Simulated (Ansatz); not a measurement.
Input and output for C (diamond type): DFT, PBE, PAW with Ansatz's default frozen-core files, scalar-relativistic (Ansatz 0.2.0). This run: the undistorted cell.

This is a prototype cell at a chosen volume, and whether it is the ground state is a separate question.

Command: `ansatz run input.yaml --threads 1 --pin off --max-ram 2048MiB --backend cpu --events-out ev --progress --plain --runs-dir out` It took 1.6 s on 1 thread of Arm Neoverse V2 (shared host), peak memory 0.28 GiB.

```yaml
crystal:
  lattice:
    - [0.0, 2.0103628793, 2.0103628793]
    - [2.0103628793, 0.0, 2.0103628793]
    - [2.0103628793, 2.0103628793, 0.0]
  atoms:
    - { symbol: C, position: [-0.125, -0.125, -0.125] }
    - { symbol: C, position: [0.125, 0.125, 0.125] }
kpoints:
  mp_grid: { grid: [13, 13, 13] }
scf:
  occupations: { method: fermi_dirac, width: 0.05 }
hamiltonian:
  xc: pbe
  pseudopotentials: { kind: paw }
output:
  forces: true
  stress: true
  eigenvalues: true
  efg: { contact_densities: true }
  populations: true
  write_density: true
  write_potential: true
  elf: true
  volumetric_format: npy
```

Output:

```
Engine: ansatz 0.2.0
Pseudopotentials: kind: paw
Pseudopotential: C, paw, valence charge 4, recommended cutoff 420 eV (normal), C.paw.azcp
Functional definition: PBE
  parameter kappa = 0.804
  parameter beta = 0.06672455060314922
  exchange = pbe_x(kappa = kappa, mu = beta*pi^2/3)
  correlation = pbe_c(beta = beta)
Crystal: 2 atoms, lattice volume = 16.250 Å³
Basis set: ecut = 420 eV, 331 PW (Γ), exchange–correlation on 40×40×40 points (8 copies of the dense FFT grid, shifted against one another)
Bands: 8, of which v1, the nominal top of the filled ones, is band 4 counted from 1 (3 counted from 0)
Symmetry: 48 space group operations
Space group: Fd-3m (ITA 227), of the structure as read, at distance tolerance 2.5e-5 Å
k-points: 84 of 2197
Non-local potential: C, projectors of the file, l = 0: 2, l = 1: 2, l = 2: 1
PAW form: soft (Blöchl's): semilocal exchange-correlation on the pseudo side does not see the compensation charge
PAW one-centre angular grid: C, 110 points (default); XC on 64 Gauss nodes
Initial density: superposition of atomic densities (neutral atoms: chi_scale 0, normalization atom), corrected by the library's trained network
Initial wavefunctions: pseudopotential atomic-orbital guess
Functional: x = pbe(κ = 0.804, μ = 0.2195149727645171), c = pbe(β = 0.06672455060314922)
SCF iter   1: F=—  HF=-500.045224 eV  |F-HF|=—  |Δ(HF+E_count)|=         —  Δρ=2.10e-3  dr2=2.14e-4  ethr=1.77e-3  ⟨swp⟩=4.2  Hψ=4135  notcnv=0
preconditioner: auto → none  [insulator: Δε(μ)=3.403 eV  Ē_g=14.856 eV  σ=0.050 eV  W_gap=1.00  n_scr=0 (ndim 8)  ℏωp=26.1 eV  f_vac=0.000  D(μ)=0.00/eV (n_scr^D=0)  ε∞_Penn≈4.1]
SCF iter   2: F=—  HF=-500.045135 eV  |F-HF|=—  |Δ(HF+E_count)|=   8.85e-5  Δρ=1.15e-3  dr2=6.98e-5  ethr=2.68e-6  ⟨swp⟩=2.6  Hψ=1667  notcnv=0
SCF iter   3: F=—  HF=-500.045202 eV  |F-HF|=—  |Δ(HF+E_count)|=   6.64e-5  Δρ=1.81e-4  dr2=3.40e-6  ethr=8.73e-7  ⟨swp⟩=2.8  Hψ=1022  notcnv=0
SCF iter   4: F=—  HF=-500.045201 eV  |F-HF|=—  |Δ(HF+E_count)|=   6.58e-7  Δρ=6.80e-5  dr2=5.34e-7  ethr=4.25e-8  ⟨swp⟩=1.0  Hψ=679  notcnv=0
iter 5 did not close the SCF: its close was put off for the readings that it lacked (scf_convergence_deferred on its scf_iter line)
SCF iter   5: F=-500.045201 eV  HF=-500.045201 eV  |F-HF|=1.41e-9  |Δ(HF+E_count)|=   1.32e-7  Δρ=3.46e-6  dr2=1.03e-9  ethr=6.68e-9  ⟨swp⟩=2.0  Hψ=1011  notcnv=0
SCF iter   6: F=-500.045201 eV  HF=-500.045201 eV  |F-HF|=1.16e-11  |Δ(HF+E_count)|=   1.56e-9  Δρ=1.04e-6  dr2=8.97e-11  ethr=1.29e-11  ⟨swp⟩=4.0  Hψ=2925  notcnv=0
SCF 1 converged in 6 iterations: F = -500.045201 eV  dr2 = 8.97e-11
  greatest PAW one-centre occupation: 0.611 electrons in one spin orbital (limit 2), on the C atom at site 1 (counted from 0), in its partial waves of l = 0
SCF converged after 6 iterations
Free energy (F): -500.045201 eV
Harris-Foulkes:  -500.045201 eV  (|F-HF|=1.16e-11)
Internal energy: -500.045201 eV  (E = F + TS)
E sigma→0 (E₀):  -500.045201 eV
Fermi energy:    9.365650 eV
--- Per-component energies (eV) ---
  E_band       = 4.897417
  E_kinetic    = 163.374535
  E_local      = -149.567059  (includes V_loc(G=0)·N_el)
  E_nonlocal   = 50.730020
  E_hartree    = 32.389301
  E_xc         = -91.659882
  E_vxc        = -113.321295  (∫ρ·V_xc dr)
  E_paw        = -196.639565  (= ΣΔE_a)
  E_vpaw       = -11.097330  (= ΣTr[D̂ρ^β])
  E_aug_tail   = 0.000008  (compensation charges beyond the density's cutoff)
  E_ewald      = -308.672560
  E_smearing   = -0.000000  (= −TS)
  E_closure    = -0.000000  (closes the sum)
  Σ components = -500.045201   (vs F -500.045201, Δ=0.00e0)
--- Forces (eV/Å), atoms counted from 1 ---
  atom   1  C     -0.00000000     0.00000000     0.00000000
  atom   2  C     -0.00000000    -0.00000000     0.00000000
  max |Σ_I F_I| component: 6.29e-16 eV/Å
--- Stress (GPa, compression-positive) ---
      -77.328081       0.000000      -0.000000
        0.000000     -77.328081      -0.000000
        0.000000      -0.000000     -77.328081
  P = ⅓ Tr σ = -77.3281 GPa (-773.281 kbar)
--- PAW observables at the nuclei: V_zz in 10²¹ V/m², potentials from the cell's mean, atoms counted from 1 ---
  atom   1  C  V_zz =    -0.000000   η = 0.0000   by run symmetry: forbidden
            electrostatic potential = -412.366443 V   contact ρ = 867.497282 e/Å³
  atom   2  C  V_zz =    -0.000000   η = 0.0000   by run symmetry: forbidden
            electrostatic potential = -412.366443 V   contact ρ = 867.497282 e/Å³
--- Band table (eV; the first three rows and the last of 84) ---
  k-point 0: bands = ["-9.5416", "7.6898", "7.6898", "7.6898", "12.3094", "12.3094", "12.3094", "13.7909"]
  k-point 1: bands = ["-9.4157", "6.8388", "7.5056", "7.5056", "12.5503", "12.5503", "12.5720", "14.1836"]
  k-point 2: bands = ["-9.0404", "5.0421", "7.0754", "7.0754", "12.6671", "13.1185", "13.1185", "15.3554"]
  k-point 83: bands = ["-3.1805", "-2.0341", "1.7625", "2.4691", "15.5177", "15.6249", "16.3859", "17.4350"]
--- Löwdin populations: 2 sites ---
  site symbol       q [e]
     0      C      3.9859
     1      C      3.9859
  spilling = 0.003515 (of n_electrons = 8.000000)
```

populations.tsv:

```
# site	symbol	l	j	q
# orbitals = lowdin
# n_electrons = 8.000000
# spilling = 0.003515
0	C	0_2S	-	1.118940
0	C	1_2P	-	2.866999
1	C	0_2S	-	1.118940
1	C	1_2P	-	2.866999
```

Next run (one bond, the shortest of the undistorted cell, set to 1.637 Å), as changes to the input before:

```diff
   atoms:
-    - { symbol: C, position: [-0.125, -0.125, -0.125] }
-    - { symbol: C, position: [0.125, 0.125, 0.125] }
+    - { symbol: C, position: [-0.1475, -0.1175, -0.1175] }
+    - { symbol: C, position: [0.1475, 0.1175, 0.1175] }
 kpoints:
   populations: true
-  write_density: true
-  write_potential: true
-  elf: true
-  volumetric_format: npy
```

Results part of the output:

```
SCF 1 converged in 6 iterations: F = -499.939566 eV  dr2 = 1.07e-12
  greatest PAW one-centre occupation: 0.612 electrons in one spin orbital (limit 2), on the C atom at site 1 (counted from 0), in its partial waves of l = 0
SCF converged after 6 iterations
Free energy (F): -499.939566 eV
Harris-Foulkes:  -499.939566 eV  (|F-HF|=7.96e-13)
Internal energy: -499.939566 eV  (E = F + TS)
E sigma→0 (E₀):  -499.939566 eV
Fermi energy:    9.606291 eV
--- Per-component energies (eV) ---
  E_band       = 4.749381
  E_kinetic    = 163.590096
  E_local      = -150.238071  (includes V_loc(G=0)·N_el)
  E_nonlocal   = 50.805445
  E_hartree    = 32.528431
  E_xc         = -91.671646
  E_vxc        = -113.335724  (∫ρ·V_xc dr)
  E_paw        = -196.666464  (= ΣΔE_a)
  E_vpaw       = -11.129245  (= ΣTr[D̂ρ^β])
  E_aug_tail   = 0.000010  (compensation charges beyond the density's cutoff)
  E_ewald      = -308.287366
  E_smearing   = -0.000000  (= −TS)
  E_closure    = -0.000000  (closes the sum)
  Σ components = -499.939566   (vs F -499.939566, Δ=0.00e0)
--- Forces (eV/Å), atoms counted from 1 ---
  atom   1  C     -1.20447981     1.20447981     1.20447981
  atom   2  C      1.20447981    -1.20447981    -1.20447981
  max |Σ_I F_I| component: 2.22e-16 eV/Å
--- Stress (GPa, compression-positive) ---
      -75.784999       5.414781       5.414781
        5.414781     -75.784999      -5.414781
        5.414781      -5.414781     -75.784999
  P = ⅓ Tr σ = -75.7850 GPa (-757.850 kbar)
--- PAW observables at the nuclei: V_zz in 10²¹ V/m², potentials from the cell's mean, atoms counted from 1 ---
  atom   1  C  V_zz =    -0.218738   η = 0.0000   by run symmetry: allowed
            electrostatic potential = -412.364361 V   contact ρ = 867.503511 e/Å³
  atom   2  C  V_zz =    -0.218738   η = 0.0000   by run symmetry: allowed
            electrostatic potential = -412.364361 V   contact ρ = 867.503511 e/Å³
--- Band table (eV; the first three rows and the last of 231) ---
  k-point 0: bands = ["-9.5733", "6.3827", "8.3798", "8.3798", "11.6351", "11.6351", "13.3764", "14.0188"]
  k-point 1: bands = ["-9.4486", "6.1401", "7.5180", "8.1776", "11.8563", "11.9787", "13.8186", "14.2124"]
  k-point 2: bands = ["-9.0772", "5.0332", "6.3886", "7.7282", "12.2271", "12.3362", "14.4203", "15.2459"]
  k-point 230: bands = ["-5.0900", "-3.1159", "5.2829", "5.7182", "12.9690", "14.8229", "15.0494", "20.7029"]
--- Löwdin populations: 2 sites ---
  site symbol       q [e]
     0      C      3.9854
     1      C      3.9854
  spilling = 0.003649 (of n_electrons = 8.000000)
```

Next run (one bond, the shortest of the undistorted cell, set to 1.428 Å), as changes to the input before:

```diff
   atoms:
-    - { symbol: C, position: [-0.1475, -0.1175, -0.1175] }
-    - { symbol: C, position: [0.1475, 0.1175, 0.1175] }
+    - { symbol: C, position: [-0.1925, -0.1025, -0.1025] }
+    - { symbol: C, position: [0.1925, 0.1025, 0.1025] }
 kpoints:
```

Command: `ansatz run input.yaml --threads 1 --pin off --max-ram 2048MiB --backend cpu --events-out ev --progress --plain --runs-dir out` It took 2.1 s on 1 thread of Arm Neoverse V2 (shared host), peak memory 0.31 GiB.

Results part of the output:

```
SCF 1 converged in 6 iterations: F = -498.999880 eV  dr2 = 5.92e-13
  greatest PAW one-centre occupation: 0.626 electrons in one spin orbital (limit 2), on the C atom at site 1 (counted from 0), in its partial waves of l = 0
SCF converged after 6 iterations
Free energy (F): -498.999880 eV
Harris-Foulkes:  -498.999880 eV  (|F-HF|=2.33e-12)
Internal energy: -498.998932 eV  (E = F + TS)
E sigma→0 (E₀):  -498.999406 eV
Entropy (-TS):   -0.000948 eV (-0.474 meV/atom)
Fermi energy:    9.349849 eV
--- Per-component energies (eV) ---
  E_band       = 3.167534
  E_kinetic    = 165.967623
  E_local      = -158.271993  (includes V_loc(G=0)·N_el)
  E_nonlocal   = 51.801882
  E_hartree    = 34.404743
  E_xc         = -91.940166
  E_vxc        = -113.665586  (∫ρ·V_xc dr)
  E_paw        = -196.957696  (= ΣΔE_a)
  E_vpaw       = -11.473891  (= ΣTr[D̂ρ^β])
  E_aug_tail   = 0.000011  (compensation charges beyond the density's cutoff)
  E_ewald      = -304.003337
  E_smearing   = -0.000948  (= −TS)
  E_closure    = -0.000000  (closes the sum)
  Σ components = -498.999880   (vs F -498.999880, Δ=0.00e0)
--- Forces (eV/Å), atoms counted from 1 ---
  atom   1  C     -4.00196109     4.00196109     4.00196109
  atom   2  C      4.00196109    -4.00196109    -4.00196109
  max |Σ_I F_I| component: 0.00e0 eV/Å
--- Stress (GPa, compression-positive) ---
      -57.677669       8.655856       8.655856
        8.655856     -57.677669      -8.655856
        8.655856      -8.655856     -57.677669
  P = ⅓ Tr σ = -57.6777 GPa (-576.777 kbar)
--- PAW observables at the nuclei: V_zz in 10²¹ V/m², potentials from the cell's mean, atoms counted from 1 ---
  atom   1  C  V_zz =    -1.057254   η = 0.0000   by run symmetry: allowed
            electrostatic potential = -412.455608 V   contact ρ = 867.780560 e/Å³
  atom   2  C  V_zz =    -1.057254   η = 0.0000   by run symmetry: allowed
            electrostatic potential = -412.455608 V   contact ρ = 867.780560 e/Å³
--- Band table (eV; the first three rows and the last of 231) ---
  k-point 0: bands = ["-9.8940", "3.9495", "9.9079", "9.9079", "9.9269", "9.9269", "13.0570", "17.2305"]
  k-point 1: bands = ["-9.7758", "3.7946", "8.3167", "9.3961", "10.3920", "10.8055", "13.6676", "17.3852"]
  k-point 2: bands = ["-9.4255", "3.2986", "6.5625", "8.9070", "10.7332", "11.0722", "14.9313", "17.8238"]
  k-point 230: bands = ["-5.3246", "-4.2084", "5.2646", "5.6493", "13.4942", "15.2934", "15.4954", "20.4654"]
--- Löwdin populations: 2 sites ---
  site symbol       q [e]
     0      C      3.9804
     1      C      3.9804
  spilling = 0.004912 (of n_electrons = 8.000000)
```

Next run (one bond, the shortest of the undistorted cell, set to 1.323 Å), as changes to the input before:

```diff
   atoms:
-    - { symbol: C, position: [-0.1925, -0.1025, -0.1025] }
-    - { symbol: C, position: [0.1925, 0.1025, 0.1025] }
+    - { symbol: C, position: [-0.215, -0.095, -0.095] }
+    - { symbol: C, position: [0.215, 0.095, 0.095] }
 kpoints:
   populations: true
+  write_density: true
+  write_potential: true
+  elf: true
+  volumetric_format: npy
```

Command: `ansatz run input.yaml --threads 1 --pin off --max-ram 2048MiB --backend cpu --events-out ev --progress --plain --runs-dir out` It took 2.7 s on 1 thread of Arm Neoverse V2 (shared host), peak memory 0.32 GiB.

Results part of the output:

```
SCF 1 converged in 6 iterations: F = -498.166654 eV  dr2 = 1.14e-11
  greatest PAW one-centre occupation: 0.645 electrons in one spin orbital (limit 2), on the C atom at site 1 (counted from 0), in its partial waves of l = 0
SCF converged after 6 iterations
Free energy (F): -498.166654 eV
Harris-Foulkes:  -498.166654 eV  (|F-HF|=1.85e-11)
Internal energy: -498.163788 eV  (E = F + TS)
E sigma→0 (E₀):  -498.165221 eV
Entropy (-TS):   -0.002867 eV (-1.433 meV/atom)
Fermi energy:    8.660895 eV
--- Per-component energies (eV) ---
  E_band       = 1.477543
  E_kinetic    = 168.582372
  E_local      = -167.853749  (includes V_loc(G=0)·N_el)
  E_nonlocal   = 53.100737
  E_hartree    = 36.848285
  E_xc         = -92.363384
  E_vxc        = -114.186277  (∫ρ·V_xc dr)
  E_paw        = -197.285955  (= ΣΔE_a)
  E_vpaw       = -11.862146  (= ΣTr[D̂ρ^β])
  E_aug_tail   = 0.000010  (compensation charges beyond the density's cutoff)
  E_ewald      = -299.192105
  E_smearing   = -0.002867  (= −TS)
  E_closure    = -0.000000  (closes the sum)
  Σ components = -498.166654   (vs F -498.166654, Δ=0.00e0)
--- Forces (eV/Å), atoms counted from 1 ---
  atom   1  C     -5.24659274     5.24659274     5.24659274
  atom   2  C      5.24659274    -5.24659274    -5.24659274
  max |Σ_I F_I| component: 8.88e-16 eV/Å
--- Stress (GPa, compression-positive) ---
      -36.262541       0.715712       0.715712
        0.715712     -36.262541      -0.715712
        0.715712      -0.715712     -36.262541
  P = ⅓ Tr σ = -36.2625 GPa (-362.625 kbar)
--- PAW observables at the nuclei: V_zz in 10²¹ V/m², potentials from the cell's mean, atoms counted from 1 ---
  atom   1  C  V_zz =    -1.615999   η = 0.0000   by run symmetry: allowed
            electrostatic potential = -412.672329 V   contact ρ = 868.309390 e/Å³
  atom   2  C  V_zz =    -1.615999   η = 0.0000   by run symmetry: allowed
            electrostatic potential = -412.672329 V   contact ρ = 868.309390 e/Å³
--- Band table (eV; the first three rows and the last of 231) ---
  k-point 0: bands = ["-10.1833", "2.8929", "8.9303", "8.9303", "10.7456", "10.7456", "12.5846", "19.1349"]
  k-point 1: bands = ["-10.0705", "2.7621", "8.1236", "8.8616", "10.6162", "10.7423", "13.4057", "19.2738"]
  k-point 2: bands = ["-9.7374", "2.3586", "6.5529", "8.7103", "10.5392", "10.6796", "14.7747", "19.6914"]
  k-point 230: bands = ["-6.3568", "-3.8938", "5.0338", "5.3850", "13.5162", "15.6240", "15.8329", "19.0320"]
--- Löwdin populations: 2 sites ---
  site symbol       q [e]
     0      C      3.9756
     1      C      3.9756
  spilling = 0.006098 (of n_electrons = 8.000000)
```

Next run (one bond, the shortest of the undistorted cell, set to 1.010 Å), as changes to the input before:

```diff
   atoms:
-    - { symbol: C, position: [-0.215, -0.095, -0.095] }
-    - { symbol: C, position: [0.215, 0.095, 0.095] }
+    - { symbol: C, position: [-0.2825, -0.0725, -0.0725] }
+    - { symbol: C, position: [0.2825, 0.0725, 0.0725] }
 kpoints:
   populations: true
-  write_density: true
-  write_potential: true
-  elf: true
-  volumetric_format: npy
```

Results part of the output:

```
SCF 1 converged in 6 iterations: F = -491.804047 eV  dr2 = 2.35e-10
  greatest PAW one-centre occupation: 0.716 electrons in one spin orbital (limit 2), on the C atom at site 1 (counted from 0), in its partial waves of l = 0
SCF converged after 6 iterations
Free energy (F): -491.804047 eV
Harris-Foulkes:  -491.804047 eV  (|F-HF|=2.15e-11)
Internal energy: -491.798851 eV  (E = F + TS)
E sigma→0 (E₀):  -491.801449 eV
Entropy (-TS):   -0.005195 eV (-2.598 meV/atom)
Fermi energy:    5.752326 eV
--- Per-component energies (eV) ---
  E_band       = -6.116787
  E_kinetic    = 187.472236
  E_local      = -236.543559  (includes V_loc(G=0)·N_el)
  E_nonlocal   = 62.866614
  E_hartree    = 56.955703
  E_xc         = -95.354323
  E_vxc        = -117.829814  (∫ρ·V_xc dr)
  E_paw        = -200.679353  (= ΣΔE_a)
  E_vpaw       = -15.993529  (= ΣTr[D̂ρ^β])
  E_aug_tail   = 0.000015  (compensation charges beyond the density's cutoff)
  E_ewald      = -266.516184
  E_smearing   = -0.005195  (= −TS)
  E_closure    = -0.000000  (closes the sum)
  Σ components = -491.804047   (vs F -491.804047, Δ=0.00e0)
--- Forces (eV/Å), atoms counted from 1 ---
  atom   1  C    -25.01626918    25.01626918    25.01626918
  atom   2  C     25.01626918   -25.01626918   -25.01626918
  max |Σ_I F_I| component: 3.55e-15 eV/Å
--- Stress (GPa, compression-positive) ---
      114.889860    -120.775343    -120.775343
     -120.775343     114.889860     120.775343
     -120.775343     120.775343     114.889860
  P = ⅓ Tr σ = 114.8899 GPa (1148.899 kbar)
--- PAW observables at the nuclei: V_zz in 10²¹ V/m², potentials from the cell's mean, atoms counted from 1 ---
  atom   1  C  V_zz =    -0.390805   η = 0.0000   by run symmetry: allowed
            electrostatic potential = -414.581070 V   contact ρ = 870.366683 e/Å³
  atom   2  C  V_zz =    -0.390805   η = 0.0000   by run symmetry: allowed
            electrostatic potential = -414.581070 V   contact ρ = 870.366683 e/Å³
--- Band table (eV; the first three rows and the last of 231) ---
  k-point 0: bands = ["-10.9596", "0.7763", "5.6221", "5.6221", "10.9230", "14.0723", "14.0723", "22.0782"]
  k-point 1: bands = ["-10.8653", "0.6818", "5.4590", "5.6101", "10.4411", "13.9581", "14.6003", "22.0314"]
  k-point 2: bands = ["-10.5903", "0.4030", "4.9589", "5.5809", "9.6200", "13.6338", "15.6342", "22.1620"]
  k-point 230: bands = ["-8.6808", "-2.8564", "3.5294", "3.7696", "11.5914", "17.0751", "17.6405", "17.9587"]
--- Löwdin populations: 2 sites ---
  site symbol       q [e]
     0      C      3.9561
     1      C      3.9561
  spilling = 0.010966 (of n_electrons = 8.000000)
```

Next run (one bond, the shortest of the undistorted cell, set to 1.010 Å, partial waves polarizable), as changes to the input before:

```diff
   xc: pbe
-  pseudopotentials: { kind: paw }
+  pseudopotentials: { kind: paw, partial_waves: polarizable }
 output:
   eigenvalues: true
-  efg: { contact_densities: true }
-  populations: true
+  write_density: true
+  write_potential: true
+  elf: true
+  volumetric_format: npy
```

Results part of the output:

```
SCF 1 converged in 6 iterations: F = -491.804247 eV  dr2 = 2.37e-10
  greatest PAW one-centre occupation: 0.716 electrons in one spin orbital (limit 2), on the C atom at site 1 (counted from 0), in its partial waves of l = 0
SCF converged after 6 iterations
Free energy (F): -491.804247 eV
Harris-Foulkes:  -491.804247 eV  (|F-HF|=1.82e-11)
Internal energy: -491.799050 eV  (E = F + TS)
E sigma→0 (E₀):  -491.801648 eV
Entropy (-TS):   -0.005197 eV (-2.598 meV/atom)
Fermi energy:    5.752363 eV
--- Per-component energies (eV) ---
  E_band       = -6.116984
  E_kinetic    = 187.472095
  E_local      = -236.544975  (includes V_loc(G=0)·N_el)
  E_nonlocal   = 62.867060
  E_hartree    = 56.956564
  E_xc         = -95.354229
  E_vxc        = -117.829684  (∫ρ·V_xc dr)
  E_paw        = -200.679395  (= ΣΔE_a)
  E_vpaw       = -15.994467  (= ΣTr[D̂ρ^β])
  E_aug_tail   = 0.000015  (compensation charges beyond the density's cutoff)
  E_ewald      = -266.516184
  E_smearing   = -0.005197  (= −TS)
  E_closure    = -0.000000  (closes the sum)
  Σ components = -491.804247   (vs F -491.804247, Δ=0.00e0)
--- Forces (eV/Å), atoms counted from 1 ---
  atom   1  C    -25.01424078    25.01424078    25.01424078
  atom   2  C     25.01424078   -25.01424078   -25.01424078
  max |Σ_I F_I| component: 3.55e-15 eV/Å
--- Stress (GPa, compression-positive) ---
      114.875484    -120.760108    -120.760108
     -120.760108     114.875484     120.760108
     -120.760108     120.760108     114.875484
  P = ⅓ Tr σ = 114.8755 GPa (1148.755 kbar)
--- Band table (eV; the first three rows and the last of 231) ---
  k-point 0: bands = ["-10.9596", "0.7759", "5.6223", "5.6223", "10.9226", "14.0723", "14.0723", "22.0781"]
  k-point 1: bands = ["-10.8653", "0.6814", "5.4591", "5.6102", "10.4408", "13.9581", "14.6003", "22.0313"]
  k-point 2: bands = ["-10.5902", "0.4027", "4.9590", "5.5810", "9.6197", "13.6338", "15.6342", "22.1620"]
  k-point 230: bands = ["-8.6808", "-2.8566", "3.5295", "3.7697", "11.5908", "17.0751", "17.6405", "17.9587"]
```
